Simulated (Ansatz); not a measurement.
# In in Cu(111), 2x2: scattering by a point defect

How strong a scatterer is In in Cu(111), 2x2, and does relaxation matter?

Program: Ansatz 0.2.0. Level of theory: Ansatz plane-wave DFT, PBE, PAW files; ballistic transport by layer matching (Landauer), zero bias; PAW set soft_1. Results are calculated unless marked as measured.

### 1. The structure

The cell holds 44 atoms: 43 Cu and 1 In. Its edges and angles: a = 5.112 Å, b = 5.112 Å, c = 23.005 Å, α = 86.8°, β = 93.2°, γ = 120.0°. It derives from Cu. Regions: lead, 24 atoms (24 Cu); scattering region, 20 atoms (19 Cu and 1 In). The structure is stacked along c, and the current runs across the ab planes.

### 2. Transmission at ideal sites

The defect sits in one plane of the supercell, all atoms on ideal sites; the layers about the cell's end are the lead. The mesh across the current, 12×12, is finer than the density's, because channels open and close sharply across the zone. Energies from -0.1 to 0.1 eV in steps of 0.05 eV are too few for the program's thermal sum, so it prints no conductance; for a metal the transmission near the Fermi level serves, at a fraction of the cost.

The input, input.yaml:

```yaml
crystal:
  lattice:
    - [5.1123254594, 0.0, 0.0]
    - [-2.5561627297, 4.4274037203, 0.0]
    - [-1.2780813649, 0.73790062, 22.9580794202]
  atoms:
    - { symbol: Cu, position: [0.0075757576, 0.9924242424, 0.0454545455] }
    - { symbol: Cu, position: [0.0075757576, 0.4924242424, 0.0454545455] }
    - { symbol: Cu, position: [0.5075757576, 0.9924242424, 0.0454545455] }
    - { symbol: Cu, position: [0.5075757576, 0.4924242424, 0.0454545455] }
    - { symbol: Cu, position: [0.1893939394, 0.3106060606, 0.1363636364] }
    - { symbol: Cu, position: [0.1893939394, 0.8106060606, 0.1363636364] }
    - { symbol: Cu, position: [0.6893939394, 0.3106060606, 0.1363636364] }
    - { symbol: Cu, position: [0.6893939394, 0.8106060606, 0.1363636364] }
    - { symbol: Cu, position: [0.3712121212, 0.1287878788, 0.2272727273] }
    - { symbol: Cu, position: [0.3712121212, 0.6287878788, 0.2272727273] }
    - { symbol: Cu, position: [0.8712121212, 0.1287878788, 0.2272727273] }
    - { symbol: Cu, position: [0.8712121212, 0.6287878788, 0.2272727273] }
    - { symbol: Cu, position: [0.053030303, 0.946969697, 0.3181818182] }
    - { symbol: Cu, position: [0.053030303, 0.446969697, 0.3181818182] }
    - { symbol: Cu, position: [0.553030303, 0.946969697, 0.3181818182] }
    - { symbol: Cu, position: [0.553030303, 0.446969697, 0.3181818182] }
    - { symbol: Cu, position: [0.2348484848, 0.2651515152, 0.4090909091] }
    - { symbol: Cu, position: [0.2348484848, 0.7651515152, 0.4090909091] }
    - { symbol: Cu, position: [0.7348484848, 0.2651515152, 0.4090909091] }
    - { symbol: Cu, position: [0.7348484848, 0.7651515152, 0.4090909091] }
    - { symbol: In, position: [0.4166666667, 0.0833333333, 0.5] }
    - { symbol: Cu, position: [0.4166666667, 0.5833333333, 0.5] }
    - { symbol: Cu, position: [0.9166666667, 0.0833333333, 0.5] }
    - { symbol: Cu, position: [0.9166666667, 0.5833333333, 0.5] }
    - { symbol: Cu, position: [0.0984848485, 0.9015151515, 0.5909090909] }
    - { symbol: Cu, position: [0.0984848485, 0.4015151515, 0.5909090909] }
    - { symbol: Cu, position: [0.5984848485, 0.9015151515, 0.5909090909] }
    - { symbol: Cu, position: [0.5984848485, 0.4015151515, 0.5909090909] }
    - { symbol: Cu, position: [0.2803030303, 0.2196969697, 0.6818181818] }
    - { symbol: Cu, position: [0.2803030303, 0.7196969697, 0.6818181818] }
    - { symbol: Cu, position: [0.7803030303, 0.2196969697, 0.6818181818] }
    - { symbol: Cu, position: [0.7803030303, 0.7196969697, 0.6818181818] }
    - { symbol: Cu, position: [0.4621212121, 0.0378787879, 0.7727272727] }
    - { symbol: Cu, position: [0.4621212121, 0.5378787879, 0.7727272727] }
    - { symbol: Cu, position: [0.9621212121, 0.0378787879, 0.7727272727] }
    - { symbol: Cu, position: [0.9621212121, 0.5378787879, 0.7727272727] }
    - { symbol: Cu, position: [0.1439393939, 0.8560606061, 0.8636363636] }
    - { symbol: Cu, position: [0.1439393939, 0.3560606061, 0.8636363636] }
    - { symbol: Cu, position: [0.6439393939, 0.8560606061, 0.8636363636] }
    - { symbol: Cu, position: [0.6439393939, 0.3560606061, 0.8636363636] }
    - { symbol: Cu, position: [0.3257575758, 0.1742424242, 0.9545454545] }
    - { symbol: Cu, position: [0.3257575758, 0.6742424242, 0.9545454545] }
    - { symbol: Cu, position: [0.8257575758, 0.1742424242, 0.9545454545] }
    - { symbol: Cu, position: [0.8257575758, 0.6742424242, 0.9545454545] }
kpoints:
  mp_grid: { grid: [5, 5, 1] }
hamiltonian:
  xc: pbe
  pseudopotentials: { kind: paw, azcp: { folder: soft_1 } }
scf:
  occupations: { method: fermi_dirac, width: 0.1 }
output:
  transmission: { leads: [[0, 4]], kmesh: [12, 12], e_range: [-0.1, 0.1], de: 0.05 }
  write_potential: true
  write_density: true
  volumetric_format: npy
  elf: true
```

Command:

```
$ ansatz run input.yaml --threads 4 --pin off --max-ram 15360MiB --backend cpu --events-out ev --progress --plain --runs-dir out
```

Numbers of over 12 decimals in the logs are rounded to 6 here.

The program printed:

```text
Engine: ansatz 0.2.0, aarch64-unknown-linux-gnu
Pseudopotentials: kind: paw
Pseudopotential: Cu, paw, valence charge 19, recommended cutoff 420 eV (normal), soft_1/Cu.paw.azcp
Pseudopotential: In, paw, valence charge 13, recommended cutoff 420 eV (normal), soft_1/In.paw.azcp
Functional definition: PBE
  parameter kappa = 0.804
  parameter beta = 0.066725
  exchange = pbe_x(kappa = kappa, mu = beta*pi^2/3)
  correlation = pbe_c(beta = beta)
Crystal: 44 atoms, lattice volume = 519.641 Å³
Basis set: ecut = 420 eV, 10219 PW (Γ)
Bands: 498, of which v1, the nominal top of the filled ones, is band 415 counted from 1 (414 counted from 0)
Symmetry: 4 space group operations
Space group: C2/m (ITA 12), of the structure as read, at distance tolerance 8.0e-5 Å
k-points: 9 of 25
Non-local potential: Cu, projectors of the file, l = 0: 3, l = 1: 2, l = 2: 3, l = 3: 1
Non-local potential: In, projectors of the file, l = 0: 2, l = 1: 2, l = 2: 2, l = 3: 1
PAW form: soft (Blöchl's): semilocal exchange-correlation on the pseudo side does not see the compensation charge
PAW one-centre angular grid: Cu, 590 points (default); XC on 64 Gauss nodes
PAW one-centre angular grid: In, 590 points (default); XC on 64 Gauss nodes
Initial density: superposition of atomic densities (chi_scale 0.1, normalization cell, long waves kept (reshape's long-wave potential 0.50 eV rms))
Initial wavefunctions: pseudopotential atomic-orbital guess
Functional: x = pbe(κ = 0.804, μ = 0.219515), c = pbe(β = 0.066725)
SCF iter   1: F=—  HF=-290523.881888 eV  |F-HF|=—  |Δ(HF+E_count)|=         —  Δρ=2.81e-1  dr2=5.27e2  ethr=3.10e-3  ⟨swp⟩=4.6  Hψ=13367  notcnv=0  defer=41
preconditioner: auto → Kerker (q_TF=auto, 2.950 Å⁻¹)  [metal: Δε(μ)=0.033 eV  Ē_g=9.407 eV  σ=0.100 eV  W_gap=0.08  n_scr=240 (ndim 8)  ℏωp=35.9 eV  f_vac=0.000  D(μ)=21.36/eV (n_scr^D=170)]
SCF iter   2: F=—  HF=-290489.071840 eV  |F-HF|=—  |Δ(HF+E_count)|=    3.48e1  Δρ=8.63e-2  dr2=1.77e2  ethr=3.10e-3  ⟨swp⟩=2.0  Hψ=8540  notcnv=0  defer=517
SCF iter   3: F=—  HF=-290482.161861 eV  |F-HF|=—  |Δ(HF+E_count)|=    6.91e0  Δρ=5.10e-2  dr2=5.64e1  ethr=3.10e-3  ⟨swp⟩=2.0  Hψ=5300  notcnv=0  defer=544
SCF iter   4: F=—  HF=-290479.989889 eV  |F-HF|=—  |Δ(HF+E_count)|=    2.17e0  Δρ=1.61e-2  dr2=2.64e1  ethr=3.10e-3  ⟨swp⟩=2.0  Hψ=6150  notcnv=0  defer=544
SCF iter   5: F=—  HF=-290480.258505 eV  |F-HF|=—  |Δ(HF+E_count)|=   2.69e-1  Δρ=6.56e-3  dr2=8.53e0  ethr=3.10e-3  ⟨swp⟩=1.2  Hψ=5159  notcnv=0  defer=544
SCF iter   6: F=—  HF=-290480.031562 eV  |F-HF|=—  |Δ(HF+E_count)|=   2.27e-1  Δρ=8.79e-3  dr2=2.21e0  ethr=1.03e-3  ⟨swp⟩=2.1  Hψ=4083  notcnv=0  defer=548
SCF iter   7: F=—  HF=-290480.016602 eV  |F-HF|=—  |Δ(HF+E_count)|=   1.50e-2  Δρ=4.33e-3  dr2=5.09e-1  ethr=2.67e-4  ⟨swp⟩=1.4  Hψ=5288  notcnv=0  defer=548
SCF iter   8: F=—  HF=-290479.999280 eV  |F-HF|=—  |Δ(HF+E_count)|=   1.73e-2  Δρ=1.28e-3  dr2=5.28e-2  ethr=6.13e-5  ⟨swp⟩=1.0  Hψ=4062  notcnv=0  defer=548
SCF iter   9: F=—  HF=-290480.001704 eV  |F-HF|=—  |Δ(HF+E_count)|=   2.42e-3  Δρ=4.48e-4  dr2=2.56e-3  ethr=6.37e-6  ⟨swp⟩=1.0  Hψ=3934  notcnv=0  defer=548
SCF iter  10: F=—  HF=-290480.001751 eV  |F-HF|=—  |Δ(HF+E_count)|=   4.72e-5  Δρ=2.83e-4  dr2=9.27e-4  ethr=3.09e-7  ⟨swp⟩=2.1  Hψ=6259  notcnv=0  defer=548
SCF iter  11: F=—  HF=-290480.001707 eV  |F-HF|=—  |Δ(HF+E_count)|=   4.38e-5  Δρ=1.39e-4  dr2=1.69e-4  ethr=1.12e-7  ⟨swp⟩=2.0  Hψ=7256  notcnv=0  defer=548
SCF iter  12: F=—  HF=-290480.001683 eV  |F-HF|=—  |Δ(HF+E_count)|=   2.35e-5  Δρ=5.18e-5  dr2=8.96e-5  ethr=2.04e-8  ⟨swp⟩=2.0  Hψ=5419  notcnv=0  defer=548
SCF iter  13: F=—  HF=-290480.001576 eV  |F-HF|=—  |Δ(HF+E_count)|=   1.08e-4  Δρ=4.04e-5  dr2=2.06e-5  ethr=1.08e-8  ⟨swp⟩=1.2  Hψ=4540  notcnv=0  defer=548
SCF iter  14: F=—  HF=-290480.001575 eV  |F-HF|=—  |Δ(HF+E_count)|=   5.44e-7  Δρ=1.49e-5  dr2=3.67e-6  ethr=2.48e-9  ⟨swp⟩=2.0  Hψ=5861  notcnv=0  defer=548
SCF iter  15: F=—  HF=-290480.001575 eV  |F-HF|=—  |Δ(HF+E_count)|=   8.57e-8  Δρ=9.12e-6  dr2=6.40e-7  ethr=4.42e-10  ⟨swp⟩=2.0  Hψ=5871  notcnv=0  defer=548
SCF iter  16: F=—  HF=-290480.001575 eV  |F-HF|=—  |Δ(HF+E_count)|=   1.53e-7  Δρ=3.86e-6  dr2=2.16e-7  ethr=7.72e-11  ⟨swp⟩=2.0  Hψ=6529  notcnv=0  defer=548
SCF iter  17: F=-290480.001575 eV  HF=-290480.001575 eV  |F-HF|=1.29e-8  |Δ(HF+E_count)|=   2.63e-8  Δρ=1.31e-6  dr2=1.84e-8  ethr=1.20e-11  ⟨swp⟩=7.4  Hψ=15888  notcnv=0
SCF 1 converged in 17 iterations: F = -290480.001575 eV  dr2 = 1.84e-8
  greatest PAW one-centre occupation: 1.000 electrons in one spin orbital (limit 2), on the Cu atom at site 25 (counted from 0), in its partial waves of l = 0
transmission: 151 of 1505 steps passed
transmission: 303 of 1505 steps passed
[...]
transmission: 1505 of 1505 steps passed
SCF converged after 17 iterations
Free energy (F): -290480.001575 eV
Harris-Foulkes:  -290480.001575 eV  (|F-HF|=1.29e-8)
Internal energy: -290479.522206 eV  (E = F + TS)
E sigma→0 (E₀):  -290479.761891 eV
Entropy (-TS):   -0.479369 eV (-10.895 meV/atom)
Fermi energy:    16.592343 eV
--- Per-component energies (eV) ---
  E_band       = -15571.029375
  E_kinetic    = 11489.610540
  E_local      = -195003.793975  (includes V_loc(G=0)·N_el)
  E_nonlocal   = 38584.370866
  E_hartree    = 82717.065760
  E_xc         = -3117.639787
  E_vxc        = -3931.102509  (∫ρ·V_xc dr)
  E_paw        = -82247.296002  (= ΣΔE_a)
  E_vpaw       = -32144.289816  (= ΣTr[D̂ρ^β])
  E_aug_tail   = 0.044361  (compensation charges beyond the density's cutoff)
  E_ewald      = -142901.883970
  E_smearing   = -0.479369  (= −TS)
  E_closure    = -0.000000  (closes the sum)
  Σ components = -290480.001575   (vs F -290480.001575, Δ=0.00e0)
--- Band table (eV; the first three rows and the last of 9) ---
  k-point 0: bands = [... 411 lower, 16.6283, 16.6296, 16.9167, 16.9217, 17.0442, 17.0546, 17.2452, 17.2692, ... 79 higher]
  k-point 1: bands = [... 411 lower, 16.2092, 16.3339, 16.3592, 16.4351, 16.4697, 16.5176, 16.6496, 16.7928, ... 79 higher]
  k-point 2: bands = [... 411 lower, 16.3402, 16.3616, 16.4380, 16.4857, 16.5905, 16.8223, 16.8732, 16.9138, ... 79 higher]
  k-point 8: bands = [... 411 lower, 16.3203, 16.3291, 16.4028, 16.4035, 16.5947, 16.6086, 16.7414, 16.7455, ... 79 higher]
--- Transmission ---
  basis      : 199 plane waves across, 35 finite elements along
  points     : 43, standing for a mesh of 12 x 12
  energies   : 5 from -0.100000 to 0.100000 eV about the Fermi level, 0.050000 eV apart; the leads are filled to 0.000000 eV, and channels, transmission and decay are at 0.000000 eV
  crystal 0  : Cu4, at the sites [0, 4], period 2.0871 Å, over 20.87 Å; its Hamiltonian steps by up to 3.4 meV
    offset         : up to 0.0000 Å between an atom of the period and one for which it stands
    channels       : 3.145833e0 a spin
    conductance    : none, the energies end too early or step too widely for 300 K: set another output.transmission.e_range or a lower de, or, where they end at an eighth of basis.ecutwfc, a higher one
  junction   : crystal 0 to crystal 0, 0.70 to 21.57 Å
    transmission   : 2.974376e0 a spin
    conductance    : none, the energies end too early or step too widely for 300 K: set another output.transmission.e_range or a lower de, or, where they end at an eighth of basis.ecutwfc, a higher one
```

Wall time 5.8 min (4 threads of Arm Neoverse V1, shared host); peak memory 5.1 GiB.

In the SCF lines HF is the Harris–Foulkes energy and dr2 the Hartree energy of the density residual, in eV; the loop may stop once dr2 is under the threshold and the program's other checks hold. Hψ counts applications of the Hamiltonian.

Numbers from this step:

- free energy: -290480.0016 eV
- energy at zero smearing: -290479.7619 eV
- Fermi energy: 16.59 eV
- cell area: 22.63 Å²
- transmission per spin nearest the Fermi level: 2.974
- open channels per spin nearest the Fermi level: 3.146
- step of the lead's potential: 3.4 meV

Per spin. Table of transmission, zone mean by energy, zero at the Fermi level:

```csv
energy (eV),"transmission, zone mean"
-0.1000,2.94
-0.0500,2.97
0.0000,2.97
0.0500,2.97
0.1000,2.97
```

Per spin. The open channels, zone mean, lead by energy, zero at the Fermi level:

```csv
energy (eV),"open channels, zone mean, lead"
-0.1000,3.13
-0.0500,3.15
0.0000,3.15
0.0500,3.15
0.1000,3.15
```

Transmission over k1 and k2. At 0.0000 eV from the Fermi level.

Ten even steps from '0' (1.60) to '9' (3.88):
```
595555956666
559555955566
555844855556
555454545556
555443344555
999853035899
555544334455
565554545455
565555844855
566555955595
566665955559
955555955555
```
Columns: k1 (b1) from -0.5 to 0.417; rows upwards: k2 (b2) from -0.5 to 0.417.

Open channels over k1 and k2. At 0.0000 eV from the Fermi level.

Values, 12 rows by 12 columns:
```
3.00 4.00 3.00 3.00 3.00 3.00 4.00 3.00 3.00 3.00 3.00 3.00
3.00 3.00 4.00 3.00 3.00 3.00 4.00 3.00 3.00 3.00 3.00 3.00
3.00 3.00 3.00 4.00 3.00 3.00 4.00 3.00 3.00 3.00 3.00 3.00
3.00 3.00 3.00 3.00 3.00 3.00 3.00 3.00 3.00 3.00 3.00 3.00
3.00 3.00 3.00 3.00 3.00 3.00 3.00 3.00 3.00 3.00 3.00 3.00
4.00 4.00 4.00 4.00 3.00 3.00 3.00 3.00 3.00 4.00 4.00 4.00
3.00 3.00 3.00 3.00 3.00 3.00 3.00 3.00 3.00 3.00 3.00 3.00
3.00 3.00 3.00 3.00 3.00 3.00 3.00 3.00 3.00 3.00 3.00 3.00
3.00 3.00 3.00 3.00 3.00 3.00 4.00 3.00 3.00 4.00 3.00 3.00
3.00 3.00 3.00 3.00 3.00 3.00 4.00 3.00 3.00 3.00 4.00 3.00
3.00 3.00 3.00 3.00 3.00 3.00 4.00 3.00 3.00 3.00 3.00 4.00
4.00 3.00 3.00 3.00 3.00 3.00 4.00 3.00 3.00 3.00 3.00 3.00
```
Columns: k1 (b1) from -0.5 to 0.417; rows upwards: k2 (b2) from -0.5 to 0.417.

Electrostatic potential energy in the ca plane at fractional y = 0.083, with atoms of In and Cu within 0.2 Å of it. With pseudopotentials it is smooth inside the atoms' cores, unlike the true potential.

Ten even steps from '0' (-44 eV) to '9' (19 eV), each cell a mean:
```
99999962258999999999998400169999999999995001
99999830027999999999998400179999999988997435
99999830038999999999999732589988999766899888
99999964469986789988899987899877898634799999
99999998899963479986799988999877899645899878
99999999999853479987899866789988999878997424
99999998789976799999998533468999999999995000
99999962258999999999997433358999999999995001
99999830027999999999997433368999999988997435
99999830038999999999998544579988999766899888
99999964469986789988899876799877898634799999
99999998899963479986799998999877899645899878
99999999999853479987899977899988999878997424
99999998789976799999999721489999999999995000
```
Columns run along c (16.0 Å, from fractional 0.11 to 0.80 of the cell; values clipped at the 3rd and 97th percentile), rows up along a (5.1 Å). Atoms in or near the plane, at fractional coordinates: In at (0.50, 0.42), Cu at (0.50, 0.92), Cu at (0.77, 0.46), Cu at (0.77, 0.96).

Valence density in the ca plane at fractional y = 0.083, with atoms of In and Cu within 0.2 Å of it. It is the smooth field of the valence electrons, not physical close to the nuclei.

Values in e/Å³, 8 rows by 16 columns, each cell a mean:
```
 0  0  7  5  0  0  0  0  7 25  0  0  0  0  1 13
 0  0  9  6  0  0  0  0  1  3  0  0  0  1  0  1
 0  0  1  0  1  1  0  1  0  0  0  1  0  2  0  1
 0  0  0  0  1  1  0  0  1  2  0  0  0  0  1 14
 0  0  7  5  0  0  0  0  3  6  0  0  0  0  1 13
 0  0  9  6  0  0  0  0  1  2  0  0  0  1  0  1
 0  0  1  0  1  1  0  1  0  0  0  1  0  2  0  1
 0  0  0  0  1  1  0  0  1  3  0  0  0  0  1 14
```
Columns run along c (16.0 Å, from fractional 0.11 to 0.80 of the cell), rows up along a (5.1 Å). Atoms in or near the plane, at fractional coordinates: In at (0.50, 0.42), Cu at (0.50, 0.92), Cu at (0.77, 0.46), Cu at (0.77, 0.96).

ELF in the ca plane at fractional y = 0.083, with atoms of In and Cu within 0.2 Å of it. It is the smooth field of the valence electrons, not physical close to the nuclei.

Ten even steps from '0' (0.00) to '9' (0.65), each cell a mean:
```
33333222222332233333442269323443333334432463
33333226622343333334442258323433333222332222
33333224522333233333333222223322232222233222
33333222222322223322233322333222232222233333
33233322233222223322223433343222232222233222
32223333333222223322233333333322233222232222
32223322223222223322333311234433333333432373
33333222222332233333443200034544333334432463
33333226622343333334443200134433333222332222
33333224522333233333343321233322232222233222
33333222222322223322233333333222232222233333
33233322233222223322223433343222232222233222
32223333333222223322223322233222233222232222
32223322223322223322233222223333333333432373
```
Columns run along c (16.0 Å, from fractional 0.11 to 0.80 of the cell), rows up along a (5.1 Å). Atoms in or near the plane, at fractional coordinates: In at (0.50, 0.42), Cu at (0.50, 0.92), Cu at (0.77, 0.46), Cu at (0.77, 0.96).

Over the solved energies the transmission per spin lies between 2.94 and 2.97, out of 3.14 channels of the lead on average (up to 3.15).

### 3. Resistance at ideal sites

This step: Ansatz plane-wave DFT, PBE, PAW files; ballistic transport by layer matching (Landauer), zero bias; area resistance of the defect plane and resistivity an atomic per cent; PAW set soft_1 (Ansatz 0.2.0).

Numbers from this step:

```
area resistance                                                                                 : 0.05382 fΩ m²
T over the leads' mean channel count                                                            : 0.9452
resistivity per at.% scaled from this dense plane, with the factor 3/4 for isotropic scattering : 0.7737 µΩ cm
```

Averaged over the energies near the Fermi level, 94.5 % of the channels pass, which makes 0.0538 fΩ m².

By hand, with T and the leads' channels N averaged over the energies near the Fermi level: RA = A (h/2e²)(1/T − 1/N) = 22.63×10⁻²⁰ m² × 12 906 Ω × (1/2.973 − 1/3.146) = 0.0538 fΩ m². Per atomic per cent: RA × A / V_atom × 0.01 × 3/4 = 0.774 µΩ cm, with the host's V_atom = 11.81 Å³.

(Part 1 of 2 ends here.)

[Logs are printed without paths, hosts, clocks, repeated set-up lines and the standing remarks that a program may print on its own settings, such as how far it seeks lower states.]

[Hosts, paths, dates, database ids (printed as entryN), source tags and the programs' standing remarks are cut or masked in the printed files.]
